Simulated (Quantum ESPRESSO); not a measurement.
# InPd (Fm-3m) in Quantum ESPRESSO: equation of state, part 2 of 2

Quantum ESPRESSO 7.5. The steps go on from the part before.

### 9 Equation of state, PBE

Potentials or basis: SSSP 1.3 efficiency PBE.

This step only gathers the single runs of the series.

What came out:

| Property | Result |
| --- | --- |
| Equilibrium volume | 20.77 Å³/atom |
| Bulk modulus | 85 GPa |
| Pressure derivative of the bulk modulus | 5.4 |

Energy against volume, from the lowest point:
```csv
volume (Å³/atom),energy (meV/atom)
19.465,25.05
19.880,11.16
20.294,3.05
20.708,0.00
21.122,1.44
21.536,6.84
21.950,15.63
```
